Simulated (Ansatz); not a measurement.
Two G0W0 runs on GaS (P6_3/mmc).

```
Ga S
1.0
     3.58500    0.00000    0.00000
    -1.79250    3.10470    0.00000
     0.00000    0.00000   15.50000
Ga S
4 4
Direct
  0.33333 0.66667 0.17000
  0.66667 0.33333 0.67000
  0.33333 0.66667 0.33000
  0.66667 0.33333 0.83000
  0.33333 0.66667 0.60000
  0.66667 0.33333 0.10000
  0.33333 0.66667 0.90000
  0.66667 0.33333 0.40000
```

The cell and positions come from the Crystallography Open Database and are kept as given unless a step says otherwise.

The first (Ansatz 0.2.0; start PBE, 6×6×2 mesh, 391 empty bands, screening to 100 eV, PAW set soft_1 files; 1 × NVIDIA H100 80GB HBM3 (shared by 6 runs) with 2 threads of AMD EPYC 7R13 (Zen 3), shared host) gave, on its mesh: starting gap 1.58 eV, G0W0 gap 2.35 eV, RPA ε∞ (mean) 6.32, 55 s.

The second gave: starting gap 1.58 eV, G0W0 gap 2.41 eV, RPA ε∞ (mean) 6.31, 67 s.

Q: What was changed in the input? Choose among start, files, mesh, bands and cutoff, frequency model or another key.

Changed: screening cutoff (eV) from 100 to 300. The starting gap stayed, which rules out the functional and points to the GW step. Other changes could give like numbers; this is the one that was made.

Limits: not at the basis limit; no spin-orbit coupling.

[Paths, hosts, dates, memory and timing lines, banners, echoed tables and standing remarks are left out of the program output.]

[Logs are printed without paths, hosts, clocks, repeated set-up lines and the standing remarks that a program may print on its own settings, such as how far it seeks lower states.]

[Runs of the session that timed out or met a known fault of the program may be left out.]

[Cells called generated may have been cut or substituted from an entry of the Crystallography Open Database or the Materials Project.]

[Hosts, paths, dates, database ids (printed as entryN), source tags and the programs' standing remarks are cut or masked in the printed files.]
